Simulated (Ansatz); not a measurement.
## HfO2 under changes of volume

One of the cells (10.955 Å³/atom); the others are scaled copies at fixed shape and fractional positions:

```
Hf O
1.0
     5.21946    0.00000    0.00000
     0.00000    5.00476    0.00000
     0.00000    0.00000    5.03269
Hf O
4 8
Direct
  0.96699 0.73252 0.74144
  0.53301 0.73252 0.24144
  0.46699 0.26748 0.74144
  0.03301 0.26748 0.24144
  0.63213 0.92865 0.87927
  0.86787 0.92865 0.37927
  0.23395 0.53988 0.49229
  0.26605 0.53988 0.99229
  0.76605 0.46012 0.99229
  0.73395 0.46012 0.49229
  0.13213 0.07135 0.87927
  0.36787 0.07135 0.37927
```

Measurements of this composition are mostly on another form, of space group No. 14.

* Program: Ansatz 0.2.0
* Functional: PBE
* Dispersion: D3(BJ)
* Potentials or basis: Ansatz PAW
* Cutoff: 420 eV (not typed: the program's choice for these potentials)
* k mesh: 5 × 6 × 5
* Occupations: fermi-dirac, width 0.05 eV
* Spin: no spin polarisation

```tsv
volume (Å³/atom)	energy over the lowest point (meV/atom)	pressure (GPa)	gap on the mesh (eV)	largest force (eV/Å)
10.298	67.45	25.4	4.69	0.373
10.517	37.63	18.3	4.62	0.279
10.736	17.08	11.9	4.55	0.194
10.955	?	?	?	?
11.175	0.00	0.9	4.41	0.063
11.394	1.95	-3.8	4.35	0.095
11.613	10.05	-8.0	4.28	0.153
```

Problem. What does the run at 10.955 Å³/atom give?

Solution. Energy over the lowest point 4.79 meV/atom; pressure 6.1 GPa; gap on the mesh 4.48 eV; largest force 0.117 eV/Å.

Worked out: A Birch-Murnaghan fit of order 3 (a polynomial in V^(-2/3)) to the other rows has its minimum at 11.22 Å³/atom with B0 = V·E''(V) = 248 GPa and B' = 4.3 at fixed shape and positions, which overstates the stiffness. It gives 4.79 meV/atom at 10.955 Å³/atom, against the run's 4.79, and -dE/dV = 6.2 GPa, against 6.1. A straight line through the other rows of the gap, of slope -3.41 eV per unit of ln V, gives 4.48 eV, against the run's 4.48.

Energies are extrapolated to zero smearing.

Caveats: odd divisions of the mesh miss points on the zone boundary, where band edges often lie, so the gap on the mesh can be too wide; spin-orbit coupling is left out, which moves the levels of the heavy elements.

A mesh can miss the band edges.
